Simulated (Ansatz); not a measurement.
# Se: the cost of one run

Computed with the Python package of Ansatz 0.2.0. Level of theory: DFT PBE, plane waves, PAW.

## (1) Starting point

Se Pm-3m: The structure is cubic, space group Pm-3m (No. 221). Conventional cell: a = 2.850 Å, b = 2.850 Å, c = 2.850 Å, α = 90.00°, β = 90.00°, γ = 90.00°. Se (site symmetry m-3m) has 6 Se at 2.85 Å as nearest neighbours.

Se P6_3/mmc: Symmetry: P6_3/mmc, No. 194, hexagonal system. The conventional cell has a = 3.100 Å, b = 3.100 Å, c = 5.062 Å, α = 90.00°, β = 90.00°, γ = 120.00°. Around Se (site symmetry -6m2) lie 12 Se at 3.10 Å.

Se Fd-3m: It takes space group Fd-3m (No. 227, cubic). The conventional cell has a = 6.020 Å, b = 6.020 Å, c = 6.020 Å, α = 90.00°, β = 90.00°, γ = 90.00°. Se (site symmetry -43m) is surrounded by 4 Se at 2.61 Å.

Se Im-3m: It takes space group Im-3m (No. 229, cubic). Conventional cell: a = 3.470 Å, b = 3.470 Å, c = 3.470 Å, α = 90.00°, β = 90.00°, γ = 90.00°. Se (site symmetry m-3m) is surrounded by 8 Se at 3.01 Å.

The script holds or builds the structure itself.

## (2) The script

Contents of prototypes.py:

```python
import warnings

import ansatz as az
import numpy as np
from tabulate import tabulate


def sc(A, a):
    return (
        az.Lattice.cubic(a)
        .space_group(221)
        .atom(A, (0, 0, 0))
    )


def hcp(A, a):
    return (
        az.Lattice.from_parameters(a, a, 1.633 * a, alpha=90, beta=90, gamma=120)
        .space_group(194)
        .atom(A, (1 / 3, 2 / 3, 0.25))
    )


def diamond(first, a):
    return az.Crystal.diamond(first, a=a)


def bcc(first, a):
    return az.Crystal.bcc(first, a=a)


def run_phase(name, crystal):
    calc = (
        crystal.calculation()
        .functional("pbe")
        .basis(460)
        .kpoints(spacing=0.27)
        .occupations("fermi_dirac", width=0.05)
        .stress()
        .band_table()
    )
    calc = calc.relax(force_tolerance=0.02, cell=True)
    return calc.run()


def gap_ev(outcome):
    # nan where the run reports no band edges: a metal, overlapping bands, or a gap that is small against the smearing
    edges = outcome.report.get("band_edges_ev")
    return edges[1] - edges[0] if edges else float("nan")


def volume_per_atom(outcome):
    return abs(np.linalg.det(outcome.lattice.cell_ang)) / len(outcome.lattice.sites)


def main() -> None:
    warnings.simplefilter("ignore")

    phases = {}
    phases["sc"] = sc("Se", 2.85)
    phases["hcp"] = hcp("Se", 3.1)
    phases["diamond"] = diamond("Se", 6.02)
    phases["bcc"] = bcc("Se", 3.47)

    done = {}
    for name, crystal in phases.items():
        done[name] = run_phase(name, crystal)
        print(f"{name}: {done[name].report['energy_sigma0_ev']:.4f} eV, {len(done[name].lattice.sites)} atoms")

    energy = {name: o.report["energy_sigma0_ev"] / len(o.lattice.sites) for name, o in done.items()}
    lowest = min(energy.values())
    rows = [(name, len(o.lattice.sites), 1000 * (energy[name] - lowest), gap_ev(o), volume_per_atom(o)) for name, o in done.items()]
    rows.sort(key=lambda row: row[2])
    print(tabulate(rows, headers=["phase", "atoms", "dE (meV/atom)", "gap (eV)", "V (A^3/atom)"], floatfmt=".4f", tablefmt="psql"))


if __name__ == "__main__":
    main()
```

## (3) The calls as engine input

The package turns the script's settings into the engine's input (first run):

```yaml
crystal:
  lattice:
    bravais: cubic
    a: 2.85
  space_group: 221
  atoms:
    - { symbol: Se, position: [0.0, 0.0, 0.0] }
basis:
  ecutwfc: 460.0
kpoints:
  mp_grid:
    kspacing: 0.27
hamiltonian:
  xc: pbe
scf:
  occupations:
    method: fermi_dirac
    width: 0.05
relax:
  f_tol: 0.02
  cell: {}
output:
  stress: true
  eigenvalues: true
```

## (4) Launch

Command:

```
> python prototypes.py
```

Q: Estimate wall time and peak memory on 1 thread of INTEL XEON PLATINUM 8581C at 2.30GHz (Emerald Rapids), shared host.

About 22 s, with a peak of 0.46 GiB.
